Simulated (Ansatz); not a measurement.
# ZrN: N interstitial

Aim: make a N interstitial in a supercell of 8 atoms of ZrN, relax it, and find its formation energy, moment and surroundings.

Computed with Ansatz 0.2.0 (DFT PBE, scalar-relativistic, plane waves, PAW, unless a step's input says otherwise).

2 further runs of the same task are left out: 2 set aside as unsound or not needed.

### Step 1. The structure to begin with

It takes space group Fm-3m (No. 225, cubic). The conventional cell has a = 4.595 Å, b = 4.595 Å, c = 4.595 Å, α = 90.00°, β = 90.00°, γ = 90.00°. Around Zr (site symmetry m-3m) lie 6 N at 2.30 Å. Around N (site symmetry m-3m) lie 6 Zr at 2.30 Å.

As a file:

```
CELL_PARAMETERS angstrom
0.00000 2.29730 2.29730
2.29730 0.00000 2.29730
2.29730 2.29730 0.00000
ATOMIC_POSITIONS crystal
Zr 0.50000 0.50000 0.50000
N 0.00000 0.00000 0.00000
```

It goes back to an entry of the Materials Project, which need not be the stable form.

This cell was relaxed beforehand with the same method: volume 12.12 Å³/atom, gap on the mesh none (metal).

### Step 2. Reference: the perfect crystal in the supercell

input.yaml reads:

```yaml
crystal:
  lattice:
    - [0.0, -4.5945978683, 0.0]
    - [0.0, 0.0, -4.5945978683]
    - [4.5945978683, 0.0, 0.0]
  atoms:
    - { symbol: Zr, position: [0.0, 0.0, 0.5] }
    - { symbol: Zr, position: [0.5, 0.0, 0.0] }
    - { symbol: Zr, position: [0.0, 0.5, 0.0] }
    - { symbol: Zr, position: [0.5, 0.5, 0.5] }
    - { symbol: "N", position: [1.0, 1.0, 0.0] }
    - { symbol: "N", position: [0.5, 1.0, 0.5] }
    - { symbol: "N", position: [1.0, 0.5, 0.5] }
    - { symbol: "N", position: [0.5, 0.5, 0.0] }
basis:
  ecutwfc: 420
  xc_grid: 2
kpoints:
  mp_grid: { grid: [6, 6, 6], shift: [0.5, 0.5, 0.5] }
hamiltonian:
  xc: pbe
scf:
  occupations: { method: gaussian, width: 0.1 }
output:
  forces: true
  stress: true
  eigenvalues: true
  write_density: true
  write_potential: true
  elf: true
  volumetric_format: npy
```

The run is started by

```bash
ansatz run input.yaml --threads 4 --pin off --max-ram 10240MiB --backend cpu --events-out ev --progress --plain --runs-dir out
```

Log:

```text
Warning: RAYON_NUM_THREADS=4 ignored (pool sized by the plan → 4); use --threads N
Engine: ansatz 0.2.0, x86_64-unknown-linux-gnu
Pseudopotentials: kind: paw
Pseudopotential: Zr, paw, valence charge 12, recommended cutoff 420 eV (normal), Zr.paw.azcp
Pseudopotential: N, paw, valence charge 5, recommended cutoff 420 eV (normal), N.paw.azcp
Functional definition: PBE
  parameter kappa = 0.804
  parameter beta = 0.06672455060314922
  exchange = pbe_x(kappa = kappa, mu = beta*pi^2/3)
  correlation = pbe_c(beta = beta)
Crystal: 8 atoms, lattice volume = 96.993 Å³
Basis set: ecut = 420 eV, 1863 PW (Γ), exchange–correlation on 64×64×64 points (8 copies of the dense FFT grid, shifted against one another)
Bands: 42, of which v1, the nominal top of the filled ones, is band 34 counted from 1 (33 counted from 0)
Symmetry: 192 space group operations
Space group: Fm-3m (ITA 225), of the structure as read, at distance tolerance 4.6e-5 Å
k-points: 10 of 216
Non-local potential: Zr, projectors of the file, l = 0: 3, l = 1: 2, l = 2: 2, l = 3: 2
Non-local potential: N, projectors of the file, l = 0: 2, l = 1: 2, l = 2: 1
PAW form: soft (Blöchl's): semilocal exchange-correlation on the pseudo side does not see the compensation charge
PAW one-centre angular grid: Zr, 590 points (default); XC on 64 Gauss nodes
PAW one-centre angular grid: N, 110 points (default); XC on 64 Gauss nodes
Initial density: superposition of atomic densities (neutral atoms: chi_scale 0, normalization atom), corrected by the library's trained network
Initial wavefunctions: pseudopotential atomic-orbital guess
Functional: x = pbe(κ = 0.804, μ = 0.2195149727645171), c = pbe(β = 0.06672455060314922)
SCF iter   1: F=—  HF=-18285.277137 eV  |F-HF|=—  |Δ(HF+E_count)|=         —  Δρ=8.09e-4  dr2=4.88e-4  ethr=1.77e-3  ⟨swp⟩=4.8  Hψ=1609  notcnv=0
preconditioner: auto → Resta (q_TF=auto, 2.571 Å⁻¹)  ε∞=3.9  [insulator: Δε(μ)=0.401 eV  Ē_g=17.285 eV  σ=0.100 eV  W_gap=0.69  n_scr=26 (ndim 8)  ℏωp=29.2 eV  f_vac=0.000  D(μ)=3.93/eV (n_scr^D=26)  ε∞_Penn≈3.9]
SCF iter   2: F=—  HF=-18285.274513 eV  |F-HF|=—  |Δ(HF+E_count)|=   2.62e-3  Δρ=3.65e-4  dr2=5.73e-5  ethr=7.17e-7  ⟨swp⟩=2.0  Hψ=845  notcnv=0
SCF iter   3: F=—  HF=-18285.273797 eV  |F-HF|=—  |Δ(HF+E_count)|=   7.17e-4  Δρ=1.58e-4  dr2=1.23e-5  ethr=8.42e-8  ⟨swp⟩=3.0  Hψ=830  notcnv=0
SCF iter   4: F=—  HF=-18285.273820 eV  |F-HF|=—  |Δ(HF+E_count)|=   2.36e-5  Δρ=2.79e-5  dr2=6.81e-7  ethr=1.81e-8  ⟨swp⟩=3.0  Hψ=739  notcnv=0
iter 5 did not close the SCF: its close was put off for the readings that it lacked (scf_convergence_deferred on its scf_iter line)
SCF iter   5: F=-18285.273820 eV  HF=-18285.273820 eV  |F-HF|=2.81e-8  |Δ(HF+E_count)|=   3.78e-8  Δρ=9.00e-6  dr2=4.21e-8  ethr=1.00e-9  ⟨swp⟩=2.0  Hψ=563  notcnv=0
SCF iter   6: F=-18285.273820 eV  HF=-18285.273820 eV  |F-HF|=9.82e-11  |Δ(HF+E_count)|=   3.43e-8  Δρ=9.50e-7  dr2=5.06e-10  ethr=6.19e-11  ⟨swp⟩=8.9  Hψ=2601  notcnv=0
SCF 1 converged in 6 iterations: F = -18285.273820 eV  dr2 = 5.06e-10
SCF converged after 6 iterations
Free energy (F): -18285.273820 eV
Harris-Foulkes:  -18285.273820 eV  (|F-HF|=9.82e-11)
Internal energy: -18285.254106 eV  (E = F + TS)
E sigma→0 (E₀):  -18285.263963 eV
Entropy (-TS):   -0.019714 eV (-2.464 meV/atom)
Fermi energy:    17.744551 eV
--- Per-component energies (eV) ---
  E_band       = -111.816954
  E_kinetic    = 1868.516944
  E_local      = -2505.944549  (includes V_loc(G=0)·N_el)
  E_nonlocal   = 492.644130
  E_hartree    = 754.236130
  E_xc         = -896.665321
  E_vxc        = -1082.443094  (∫ρ·V_xc dr)
  E_paw        = -12321.611424  (= ΣΔE_a)
  E_vpaw       = -393.063627  (= ΣTr[D̂ρ^β])
  E_aug_tail   = 0.000472  (compensation charges beyond the density's cutoff)
  E_ewald      = -5676.430488
  E_smearing   = -0.019714  (= −TS)
  E_closure    = -0.000000  (closes the sum)
  Σ components = -18285.273820   (vs F -18285.273820, Δ=0.00e0)
--- Forces (eV/Å), atoms counted from 1 ---
  atom   1  Zr     0.00000000    -0.00000000    -0.00000000
  atom   2  Zr     0.00000000     0.00000000    -0.00000000
  atom   3  Zr     0.00000000    -0.00000000     0.00000000
  atom   4  Zr     0.00000000     0.00000000    -0.00000000
  atom   5  N      0.00000000     0.00000000     0.00000000
  atom   6  N      0.00000000    -0.00000000     0.00000000
  atom   7  N      0.00000000     0.00000000    -0.00000000
  atom   8  N      0.00000000    -0.00000000    -0.00000000
  max |Σ_I F_I| component: 1.10e-28 eV/Å
--- Stress (GPa, compression-positive) ---
       -0.035140      -0.000000       0.000000
       -0.000000      -0.035140      -0.000000
        0.000000       0.000000      -0.035140
  P = ⅓ Tr σ = -0.0351 GPa (-0.351 kbar)
--- Band table (eV; the first three rows and the last of 10) ---
  k-point 0: bands = ["-32.0258", "-31.8561", "-31.8561", "-31.8561", "-10.5412", "-10.5412", "-10.5412", "-10.0434", "-10.0434", "-10.0434", "-9.9961", "-9.9961", "-9.9961", "-9.7487", "-9.6701", "-9.6701", "1.4413", "1.9414", "1.9414", "1.9414", "12.8433", "12.8433", "12.8433", "13.5634", "13.5634", "13.5634", "14.1694", "14.1694", "14.1694", "14.3302", "14.5162", "14.5162", "14.9871", "14.9871", "14.9871", "17.3634", "17.3754", "17.3754", "19.6365", "19.6365", "20.7844", "21.2102"]
  k-point 1: bands = ["-32.0031", "-31.8789", "-31.8558", "-31.8558", "-10.4839", "-10.4839", "-10.4723", "-10.1312", "-10.1312", "-9.9956", "-9.9956", "-9.9843", "-9.9530", "-9.9103", "-9.7144", "-9.6977", "1.7581", "2.1273", "2.1841", "2.1841", "12.1367", "12.6459", "12.6459", "12.9392", "12.9392", "12.9667", "13.3674", "13.3674", "13.6218", "14.0588", "14.0870", "14.2088", "15.1159", "16.1870", "16.1870", "16.8473", "18.2561", "18.2794", "19.8365", "20.5291", "20.9343", "20.9740"]
  k-point 2: bands = ["-31.9638", "-31.9183", "-31.8555", "-31.8555", "-10.3926", "-10.3926", "-10.3302", "-10.2338", "-10.2338", "-10.1276", "-10.0139", "-10.0139", "-9.8865", "-9.8779", "-9.7906", "-9.7802", "2.1463", "2.2835", "2.4473", "2.4473", "11.5583", "11.8038", "12.0548", "12.0548", "12.7753", "12.7753", "12.8725", "12.8725", "13.6791", "13.8048", "13.9530", "13.9833", "15.4911", "16.1222", "17.7796", "17.7796", "19.4792", "19.4792", "19.5173", "19.5833", "20.2351", "20.4438"]
  k-point 9: bands = ["-31.9065", "-31.8942", "-31.8942", "-31.8942", "-10.7615", "-10.7615", "-10.7615", "-10.7297", "-9.8000", "-9.8000", "-9.8000", "-9.7733", "-9.7733", "-9.7733", "-9.7495", "-9.7495", "3.3135", "3.3544", "3.3544", "3.3544", "10.1343", "10.1343", "10.1343", "10.1920", "11.9839", "11.9839", "11.9839", "12.0233", "12.0233", "12.0295", "12.0295", "12.0295", "19.7459", "19.7459", "19.7459", "19.8833", "20.2867", "20.2867", "20.6103", "20.6103", "20.6103", "20.6912"]
```

Run time: 1.6 s. Hardware: 4 threads of Intel Xeon at 2.70GHz, shared host; peak memory 0.46 GiB.

Density in a lattice plane of the grid's cell (edges 4.59 and 4.59 Å, at 0.000 of the third edge), which holds Zr and N.

Values in e/Å³, 12 rows by 12 columns:
```
2.97 1.96 0.69 0.37 1.22 3.42 4.07 3.42 1.22 0.37 0.69 1.96
0.97 0.69 0.35 0.22 0.42 1.18 1.71 1.18 0.42 0.22 0.35 0.69
0.48 0.37 0.22 0.17 0.23 0.38 0.48 0.38 0.23 0.17 0.22 0.37
1.81 1.22 0.42 0.23 0.35 0.70 0.95 0.70 0.35 0.23 0.42 1.22
3.89 3.42 1.18 0.38 0.70 1.97 2.86 1.97 0.70 0.38 1.18 3.42
2.88 4.07 1.71 0.48 0.95 2.86 3.57 2.86 0.95 0.48 1.71 4.07
3.89 3.42 1.18 0.38 0.70 1.97 2.86 1.97 0.70 0.38 1.18 3.42
1.81 1.22 0.42 0.23 0.35 0.70 0.95 0.70 0.35 0.23 0.42 1.22
0.48 0.37 0.22 0.17 0.23 0.38 0.48 0.38 0.23 0.17 0.22 0.37
0.97 0.69 0.35 0.22 0.42 1.18 1.71 1.18 0.42 0.22 0.35 0.69
2.97 1.96 0.69 0.37 1.22 3.42 4.07 3.42 1.22 0.37 0.69 1.96
3.50 2.97 0.97 0.48 1.81 3.89 2.88 3.89 1.81 0.48 0.97 2.97
```
Columns run along the first of these edges and rows up along the second, over one cell in 12 and 12 even steps from the bottom left corner. Atoms in the plane (fractional): Zr at (0.00, 0.50), Zr at (0.50, 0.00), N at (0.00, 0.00), N at (0.50, 0.50).

ELF in the same plane.

Ten even steps from ' ' (0.00) to '@' (0.80):
```
--++%%@@@@++::--##@@%%++--++%%@@##--::++@@@@%%++
%%@@@@@@%%==::::**@@@@@@%%@@@@@@**::::==%%@@@@@@
@@@@@@%%**==::..--**%%%%@@%%%%**--..::==**%%@@@@
****++++==::......::--======--::......::==++++**
::::::::..........::::::::::::::..........::::::
++==--::......--==++**********++==--......::--==
@@@@%%**--..::==##%%@@@@@@@@@@%%##==::..--**%%@@
%%@@@@@@**::::++%%@@@@@@%%@@@@@@%%++::::**@@@@@@
--++%%@@##--::++%%@@%%++==++%%@@%%++::--##@@%%++
  ::##@@%%--::++@@@@##--..--##@@@@++::--%%@@##::
--++%%@@##--::++%%@@%%++==++%%@@%%++::--##@@%%++
%%@@@@@@**::::++%%@@@@@@%%@@@@@@%%++::::**@@@@@@
@@@@%%**--..::==##%%@@@@@@@@@@%%##==::..--**%%@@
++==--::......--==++**********++==--......::--==
::::::::..........::::::::::::::..........::::::
****++++==::......::--======--::......::==++++**
@@@@@@%%**==::..--**%%%%@@%%%%**--..::==**%%@@@@
%%@@@@@@%%==::::**@@@@@@%%@@@@@@**::::==%%@@@@@@
--++%%@@@@++::--##@@%%++--++%%@@##--::++@@@@%%++
  ::##@@@@++::==%%@@**::  ::**@@%%==::++@@@@##::
```
Columns run along the first of these edges and rows up along the second, over one cell in 24 and 20 even steps from the bottom left corner. Atoms in the plane (fractional): Zr at (0.00, 0.50), Zr at (0.50, 0.00), N at (0.00, 0.00), N at (0.50, 0.50).

Both are smooth fields of the valence electrons: close to the nuclei they are not physical.

The highest ELF values outside the cores: 0.82 in the shell around N, 0.7 Å from N.

The supercell's rows, in vectors of the relaxed cell: -1 1 -1; -1 -1 1; -1 1 1.

### Step 3. Setting up the defect

The extra atom is put at (0.750, 0.750, 0.250) of the supercell, the middle of a void of radius 1.99 Å. The other atoms start on their ideal sites. Its neighbours are 4 Zr at 1.99 Å, 4 N at 1.99 Å.

### Step 4. Relaxing the defect

Changes to input.yaml since step 2:

```diff
@@ -14,2 +14,3 @@
     - { symbol: "N", position: [0.5, 0.5, 0.0] }
+    - { symbol: "N", position: [0.75, 0.75, 0.25] }
 basis:
@@ -25,7 +26,7 @@
   forces: true
-  stress: true
+  stress: false
   eigenvalues: true
-  write_density: true
-  write_potential: true
-  elf: true
-  volumetric_format: npy
+relax:
+  adjacent_minimum: "off"
+  f_tol: 0.025
+  max_steps: 45
```

The run is started by

```bash
ansatz run input.yaml --threads 4 --pin off --max-ram 10240MiB --backend cpu --events-out ev --progress --plain --runs-dir out
```

Log, shortened:

```text
Warning: RAYON_NUM_THREADS=4 ignored (pool sized by the plan → 4); use --threads N
[...]
Pseudopotentials: kind: paw
Pseudopotential: Zr, paw, valence charge 12, recommended cutoff 420 eV (normal), Zr.paw.azcp
Pseudopotential: N, paw, valence charge 5, recommended cutoff 420 eV (normal), N.paw.azcp
Functional definition: PBE
[...]
Crystal: 9 atoms, lattice volume = 96.993 Å³
Basis set: ecut = 420 eV, 1863 PW (Γ), exchange–correlation on 64×64×64 points (8 copies of the dense FFT grid, shifted against one another)
Bands: 46, of which v1, the nominal top of the filled ones, is band 37 counted from 1 (36 counted from 0)
Symmetry: 24 space group operations
Space group: P-43m (ITA 215), of the structure as read, at distance tolerance 4.6e-5 Å
k-points: 10 of 216 (time reversal used)
[...]
SCF iter   1: F=—  HF=-18663.034357 eV  |F-HF|=—  |Δ(HF+E_count)|=         —  Δρ=1.60e-2  dr2=2.95e-1  ethr=1.77e-3  ⟨swp⟩=5.0  Hψ=1810  notcnv=0  defer=2
[...]
relax step   1: F+E_penalty+E_count = -18662.98140788 eV  Δ(F+E_penalty+E_count) = +0.000e0 eV  max|allowed force component| = 2.760e0 eV/Å  Δτ_max = 0.0000 Å  (6 SCF iters, dr2 threshold 1.56e-5 eV, accepted)
[...]
relax step   3: F+E_penalty+E_count = -18665.49071260 eV  Δ(F+E_penalty+E_count) = -1.947e-1 eV  max|allowed force component| = 2.101e-1 eV/Å  Δτ_max = 0.0668 Å  (6 SCF iters, dr2 threshold 3.30e-5 eV, accepted)
[...]
relax step   4: F+E_penalty+E_count = -18665.50390800 eV  Δ(F+E_penalty+E_count) = -1.320e-2 eV  max|allowed force component| = 9.841e-3 eV/Å  Δτ_max = 0.0121 Å  (6 SCF iters, dr2 threshold 3.06e-6 eV, accepted)
[...]
```

### Step 5. The log goes on: N interstitial, charge +0, atoms relaxed at the host's cell

Output, continued, shortened:

```text
SCF iter   1: F=—  HF=-18665.503537 eV  |F-HF|=—  |Δ(HF+E_count)|=         —  Δρ=1.25e-5  dr2=5.35e-8  ethr=7.74e-11  ⟨swp⟩=3.0  Hψ=1600  notcnv=0
[...]
SCF iter   6: F=-18665.503908 eV  HF=-18665.503908 eV  |F-HF|=1.82e-11  |Δ(HF+E_count)|=  1.42e-10  Δρ=4.28e-7  dr2=7.65e-11  ethr=1.00e-12  ⟨swp⟩=1.0  Hψ=937  notcnv=0
[...]
relax step   5: F+E_penalty+E_count = -18665.50390800 eV  Δ(F+E_penalty+E_count) = -3.951e-9 eV  max|allowed force component| = 9.873e-3 eV/Å  Δτ_max = 0.0000 Å  (6 SCF iters, accepted)
SCF converged after 6 iterations
Free energy (F): -18665.503908 eV
[...]
E sigma→0 (E₀):  -18665.497077 eV
Entropy (-TS):   -0.013662 eV (-1.518 meV/atom)
Fermi energy:    17.413829 eV
[...]
--- Forces (eV/Å), atoms counted from 1 ---
  atom   1  Zr     0.00987280    -0.00987280    -0.00987280
  atom   2  Zr    -0.00987280     0.00987280    -0.00987280
[...]
--- Band table (eV; the first three rows and the last of 10) ---
[...]
--- Relaxed structure (5 steps of the walk, 5 accepted, 0 SCFs on fresh bases) ---
  F+E_penalty+E_count = -18665.50390800 eV   max|allowed force component| = 9.873e-3 eV/Å
  atoms:
    - { symbol: Zr, position: [0.0027513713062684714, 0.0027513713062684688, 0.5027513713062686] }
    - { symbol: Zr, position: [0.4972486286937315, 0.0027513713062684675, -0.0027513713062684666] }
    - { symbol: Zr, position: [0.0027513713062684696, 0.4972486286937315, -0.0027513713062684657] }
    - { symbol: Zr, position: [0.4972486286937315, 0.4972486286937315, 0.5027513713062686] }
    - { symbol: N, position: [1.0313975704718177, 1.0313975704718177, -0.031397570471817585] }
    - { symbol: N, position: [0.4686024295281824, 1.0313975704718177, 0.5313975704718177] }
    - { symbol: N, position: [1.0313975704718177, 0.4686024295281824, 0.5313975704718177] }
    - { symbol: N, position: [0.4686024295281824, 0.4686024295281824, -0.031397570471817585] }
    - { symbol: N, position: [0.75, 0.75, 0.25] }
```

Wall time 8.4 s (4 threads of Intel Xeon at 2.70GHz, shared host); peak memory 0.43 GiB.

Relaxation path:

```
step  energy from step 1 (eV/cell)  largest force component (eV/Å)
   1                        0.0000                          2.7601
   2                       -2.3146                          0.7270
   3                       -2.5093                          0.2101
   4                       -2.5225                          0.0098
   5                       -2.5225                          0.0099
```

Step 1 is the start. Step 5 solves the same geometry again.

The largest move, 0.25 Å, is shared by several atoms, N8 among them.

### Step 6. A further run, with the input changed

input.yaml reads:

```yaml
crystal:
  lattice:
    - [0.0, -4.5945978683, 0.0]
    - [0.0, 0.0, -4.5945978683]
    - [4.5945978683, 0.0, 0.0]
  atoms:
    - { symbol: Zr, position: [0.0027513713, 0.0027513713, 0.5027513713] }
    - { symbol: Zr, position: [0.4972486287, 0.0027513713, -0.0027513713] }
    - { symbol: Zr, position: [0.0027513713, 0.4972486287, -0.0027513713] }
    - { symbol: Zr, position: [0.4972486287, 0.4972486287, 0.5027513713] }
    - { symbol: "N", position: [1.0313975705, 1.0313975705, -0.0313975705] }
    - { symbol: "N", position: [0.4686024295, 1.0313975705, 0.5313975705] }
    - { symbol: "N", position: [1.0313975705, 0.4686024295, 0.5313975705] }
    - { symbol: "N", position: [0.4686024295, 0.4686024295, -0.0313975705] }
    - { symbol: "N", position: [0.75, 0.75, 0.25] }
basis:
  ecutwfc: 420
  xc_grid: 2
  ecutrho_ratio: 0
kpoints:
  mp_grid: { grid: [6, 6, 6], shift: [0.5, 0.5, 0.5] }
hamiltonian:
  xc: pbe
scf:
  occupations: { method: gaussian, width: 0.1 }
  max_iter: 75
output:
  forces: true
  eigenvalues: true
```

The run is started by

```bash
ansatz run input.yaml --threads 4 --pin off --max-ram 10240MiB --backend cpu --events-out ev --progress --plain --runs-dir out
```

Log:

```text
Error: invalid value for `basis.ecutrho_ratio`: must be in [1, 1024]; got 0
```

It took 0.08 s on 4 threads of Intel Xeon at 2.70GHz, shared host; peak memory 0.083 GiB.

### Step 7. Reading the log

The program refused the input before any cycle. The line that matters: «invalid value for `basis.ecutrho_ratio`: must be in [1, 1024]; got 0»

In the input, basis.ecutrho_ratio is 0. The program checks this value's range before starting, and it fails the check.

What to do: delete basis.ecutrho_ratio (the default then holds).

### Step 8. Putting the energies together

| charge | E(defect cell) - E(host) (eV) | formation energy (eV) | moment over the host's (μB) | largest move (Å) | neighbours |
| --- | --- | --- | --- | --- | --- |
| 0 | -380.233 | 3.78 | 0.00 | 0.25 | 4 Zr at 2.01 Å, 4 N at 2.24 Å |

Atoms are taken from and returned to the elements' standard states: N -384.013 eV an atom at this level.

### Step 9. Summary of results

| quantity | value |
| --- | --- |
| formation energy, neutral | 3.78 eV |
| nearest atoms after relaxation, one image of each, neutral | 4 Zr at 2.01 Å, 4 N at 2.24 Å |
| step 6, run with ecutrho_ratio 0 (against step 4) | refused |

What this shows: The neutral defect costs 3.78 eV against the elements. Spin polarisation was off in the neutral run, so a moment could not show there. A cell of 8 sites leaves finite-size errors of tenths of an eV, or more where the defect fills or empties host bands. A distortion of lower symmetry was not tried. Spin polarisation is off in the runs that give these values; a magnetic solution could lie lower.
